**Q:** I need the density of molybdenum from a calculation, and every functional gives me another volume. How far apart are they, and could I have guessed the volume of a method that I haven't run?

**A:** Changing the functional moves the volume of this metal by up to about 5 %, and so the cube edge by up to about 1.6 %. The volume error passes straight into the density with its sign reversed. Here are the methods, with three results held back for you to forecast.

VASP, Kohn-Sham DFT with PAW potentials (Mo_sv, 14 valence electrons) for body-centred cubic molybdenum: one-atom cell, 12×12×12 k mesh, no spin polarization. The basis column gives the plane-wave cutoff. Equilibrium volumes are for a static lattice and come from relaxing the cell, except for PBE, where an equation of state was fitted.

| method | rung | potentials | basis | smearing | equilibrium volume (Å³/atom) | computed less measured (Å³/atom) |
| --- | --- | --- | --- | --- | --- | --- |
| LDA | LDA | VASP PAW LDA potentials, recommended | 600 eV | Fermi-Dirac 0.05eV | 15.127 | -0.456 |
| PBE | GGA | VASP PAW PBE potentials, recommended | 520 eV | Fermi-Dirac 0.05eV | 15.811 | 0.228 |
| PBEsol | GGA | VASP PAW PBE potentials, recommended | 600 eV | Fermi-Dirac 0.05eV | 15.347 | -0.236 |
| PW91 | GGA | VASP PAW PBE potentials, recommended | 600 eV | Fermi-Dirac 0.05eV | 15.857 | 0.274 |
| optB88-vdW | GGA | VASP PAW PBE potentials, recommended | 600 eV | Fermi-Dirac 0.05eV | ? | ? |
| revPBE-D3 | GGA | VASP PAW PBE potentials, recommended | 600 eV | Fermi-Dirac 0.05eV | ? | ? |
| revPBE-D3(BJ) | GGA | VASP PAW PBE potentials, recommended | 600 eV | Fermi-Dirac 0.05eV | ? | ? |
| revPBE-dDsC | GGA | VASP PAW PBE potentials, recommended | 600 eV | Fermi-Dirac 0.05eV | 15.559 | -0.024 |
| SCAN | meta-GGA | VASP PAW PBE potentials, recommended | 600 eV | Fermi-Dirac 0.05eV | 15.579 | -0.004 |
| r2SCAN | meta-GGA | VASP PAW PBE potentials, recommended | 600 eV | Fermi-Dirac 0.05eV | 15.690 | 0.107 |
| r2SCAN-rVV10 | meta-GGA | VASP PAW PBE potentials, recommended | 600 eV | methfessel paxton 0.1eV | 15.604 | 0.021 |
| revTPSS | meta-GGA | VASP PAW PBE potentials, recommended | 600 eV | methfessel paxton 0.1eV | 15.525 | -0.058 |

**Q:** LDA is the smallest of the known ones, and PBE and PW91 are the largest. Why that order?

**A:** LDA treats each point of the electron cloud as if it belonged to a uniform gas. A GGA, a functional that also uses the density gradient, lowers the energy of uneven densities compared with LDA. Stretching a crystal makes its density more uneven, so the gradient terms favour a larger cell. From LDA to PBE the volume grows by 0.68 Å³ per atom, which turns an error of −2.9 % into one of +1.5 %.

**Q:** PBEsol is a GGA as well, yet it falls on the small side.

**A:** Its gradient correction to exchange was made weaker on purpose, to suit densities that vary slowly, as they do in many solids. It therefore expands the LDA lattice only part of the way and ends 1.5 % below the measured volume. PBE and PBEsol thus bracket the measurement from opposite sides. The same order, LDA below PBEsol below PBE, is well known for tungsten, the heavier neighbour in the same column with the same structure.

**Q:** The meta-GGAs look best. SCAN hits the measured volume almost exactly.

**A:** They also use the kinetic energy density, which lets them tell a metallic region from a single bond and adjust the correction. The four rows of that rung stay within 0.7 % of the measurement. I wouldn't rank them by their last digits, though. The measured volume contains zero-point motion and thermal expansion, which for molybdenum add several hundredths of an Å³, and the calculations leave both out. A perfect static result would therefore lie slightly below the measured one. The meta-GGA runs also use potentials made for PBE, and the table can't show how much that matters.

**Q:** Then let me try the held-back methods. All three contain dispersion. What does that do to a metal?

**A:** Dispersion is the attraction between fluctuating charge clouds, and it pulls the atoms together. Adding the rVV10 form to r2SCAN shrinks the cell by 0.09 Å³, a small step. The D3 and dDsC corrections add the attraction as a sum over pairs of atoms, and here they are combined with revPBE. That functional has stronger gradient corrections to exchange than PBE, and I recall that it expands metals like this one by roughly one percent more.

**Q:** How do I turn an attraction into a volume?

**A:** Treat it as an outside pressure. Suppose the dispersion energy per atom, of size $E$, falls with distance $r$ as $r^{-n}$. The volume per atom $V$ grows as $r^3$, so the energy falls as $V^{-n/3}$, and its slope gives an inward pressure

$$p=\frac{n}{3}\,\frac{E}{V}.$$

For distant pairs $n$ is six. Close pairs are damped, because the formula would otherwise diverge where the atoms overlap. In a pair sum over the neighbour shells of molybdenum, with the damping named after Becke and Johnson (BJ), the effective $n$ drops to about three, and the pressure is then simply $E/V$.

**Q:** And the crystal resists.

**A:** It does, and more strongly the further it is squeezed. The Murnaghan equation contains both effects:

$$V=V_0\left(1+\frac{B'p}{B}\right)^{-1/B'}.$$

Here $V_0$ is the volume without dispersion, $B$ the bulk modulus and $B'$ its change with pressure. The PBE calculation gives $B=262$ GPa and $B'=4.34$, and I use them for revPBE too.

**Q:** Can we test it on revPBE-dDsC, which is in the table?

**A:** That calculation reports a dispersion energy of 0.609 eV per atom. Divided by 15.56 Å³ this is 0.039 eV/Å³, or about 6.3 GPa, since 1 eV/Å³ is about 160 GPa. For $V_0$ I take a plain GGA volume of 15.8 Å³ and add one percent for revPBE, which gives about 16.0 Å³. The bracket becomes $1+4.34\times6.3/262\approx1.10$, the cell shrinks by a little over 2 %, and the estimate is 15.6 Å³.

**Q:** The table has 15.56. That is close.

**A:** It is, but the test is mild. The 15.8 Å³ was itself fitted by least squares to three rows, PBE, PW91 and this one. The effective power of three was also borrowed from another kind of damping. The agreement shows only that the assumed expansion and the estimated pull are consistent with each other.

**Q:** Now the forecasts. What about optB88-vdW?

**A:** It has its own exchange part and a dispersion term computed from the density instead of from pairs of atoms. The two were chosen to work together, and for metals the pair usually gives volumes like those of PBE. My forecast is close to PBE, about 15.8 ± 0.2 Å³.

**Q:** And the two revPBE-D3 methods? They differ in the damping and in the constants fitted with it.

**A:** In my pair sum that difference matters a great deal. BJ damping lets the energy of a close pair level off, so even nearest neighbours keep pulling. With rough recalled coefficients the inward pressure comes out in the tens of GPa, several times that of dDsC. For revPBE-D3(BJ) I therefore forecast a cell that is far too small, probably below LDA, about 14.8 ± 0.5 Å³.

**Q:** What does the other damping do?

**A:** The older form, called zero damping, switches the energy of a pair off as the atoms approach. Two close atoms then lose attraction when they move closer still, which acts as a push. In my sum the push of the near shells cancels much of the pull of the distant ones. For revPBE-D3 I forecast a volume slightly below plain revPBE and near PBE, about 15.8 ± 0.4 Å³.

**Q:** Where do the ranges come from?

**A:** They are judgements about how far I trust the recalled coefficients, not statistical errors. Both D3 ranges are wide. For revPBE-D3 the reason is that the forecast rests on a small difference between two large effects, which is easy to get wrong.

The withheld rows as computed:

| method | rung | potentials | basis | smearing | equilibrium volume (Å³/atom) | computed less measured (Å³/atom) |
| --- | --- | --- | --- | --- | --- | --- |
| optB88-vdW | GGA | VASP PAW PBE potentials, recommended | 600 eV | Fermi-Dirac 0.05eV | 15.809 | 0.226 |
| revPBE-D3 | GGA | VASP PAW PBE potentials, recommended | 600 eV | Fermi-Dirac 0.05eV | 15.166 | -0.417 |
| revPBE-D3(BJ) | GGA | VASP PAW PBE potentials, recommended | 600 eV | Fermi-Dirac 0.05eV | 15.121 | -0.462 |

**Q:** The first forecast is right. optB88-vdW gives 15.81.

**A:** Yes, practically the PBE volume. The hit supports the general experience with this functional in metals. It doesn't show how its exchange and its dispersion share the work, since the table has no row with either of them alone.

**Q:** revPBE-D3(BJ) came out at 15.12. Inside your range, but larger than you said.

**A:** The volume is 0.35 Å³ above the forecast, which was 14.77 Å³ before rounding. That is about 2 %, so my pair sum pulled too hard. The calculation reports a dispersion energy of about 1.4 eV per atom, which by $E/V$ is a pressure of about 15 GPa, where my sum had 24. With the reported energy the same recipe gives about 15.2 Å³, so most of this miss comes from an attraction that I made too large. The cell is indeed far too small, 3.0 % below the measurement. I had also said that it would probably lie below LDA. It is level with LDA, because a gap of 0.006 Å³ is less than such runs can resolve.

**Q:** And revPBE-D3 is a plain miss.

**A:** It is. The computed volume is 15.17 Å³. The forecast was 15.78 Å³ before rounding, so the miss is 0.61 Å³, well outside the range. I had expected the two kinds of damping to give cells about 1 Å³ apart, and they differ by less than 0.05 Å³. The cancellation on which my forecast rested is not there to the extent that I assumed.

**Q:** Could one wrong coefficient explain both misses?

**A:** Not alone, but one may have a part in both. Zero damping needs a stronger pull than I gave it, and BJ damping a weaker one. Changing the common strength of the attraction, or the volume of plain revPBE, moves both forecasts in the same direction and can mend only one of them. The exception is a ratio. D3 has a second pair term, which falls as $r^{-8}$, and BJ damping takes its range from the ratio of the two coefficients. If I recalled that ratio too small, as I suspect, my near shells were damped too little and pulled too hard. With zero damping a larger ratio acts the other way and adds a little pull. That is too little to mend the revPBE-D3 forecast, so my treatment of its damping is probably wrong as well.

**Q:** Do you have a suspect?

**A:** The distance at which zero damping sets in, which I had only as a rough value. If the true distance is larger, the near shells are switched off more completely and their push fades, while the distant shells keep pulling. In my sum that would bring the volume only part of the way down to the computed one, so it can't be the whole cause. Once the near shells are switched off, however, a larger ratio adds much more to the pull, so the two errors may well act together. The reported energies fit this picture. Zero damping gives only about 0.9 eV per atom, against 1.4 eV with BJ damping, and yet it leaves the cell almost as small. Each eV must therefore pull harder, as it does when more of it comes from distant pairs, for which $n$ is six and not three.

**Q:** So what do the new rows teach me about dispersion in a metal?

**A:** Compare the three revPBE rows, which share the same exchange and differ only in the dispersion term. With dDsC the cell is within 0.2 % of the measured volume, and with either form of D3 it is about 0.4 Å³ smaller. That is nearly as large as the step from PBE to PBEsol, 0.46 Å³. In this metal the choice of dispersion correction weighs as much as the choice between two common GGAs.

**Q:** But dispersion is real. Why should a correction for it shrink a metal too far?

**A:** Pair corrections were built mainly for molecules, where each atom keeps its electrons close. In a metal the mobile electrons screen the fluctuating charges, so a sum over undisturbed pairs tends to overstate the attraction. The small D3 cells agree with this explanation, but the table can't prove it. The partner functional matters too: revPBE carries large dispersion terms. The makers of these data report the same trouble for the similar RPBE, which with D3(BJ) shrank metals far too much in their tests on other systems. I have no such run for molybdenum. The shrinkage seen here therefore can't be carried over to D3 with other functionals. In graphite the same kind of term has a different task: the layers are held together largely by dispersion, and PBE alone hardly binds them.

**Q:** Should I then use revPBE-dDsC for my density?

**A:** Not on the strength of this agreement. It probably comes from a functional that expands the lattice and a correction that pulls it back by a similar amount, though the table has no plain revPBE row to prove it. Nothing ensures that the two balance in another metal. For molybdenum, PBE and PBEsol give you a bracket of about 1.5 % on either side. If you must add dispersion, for instance because a molecule sits on the metal surface, compute the bare metal with the same correction first. A metal whose volume is 3 % too small starts your surface calculation with the wrong spacing between its atoms.
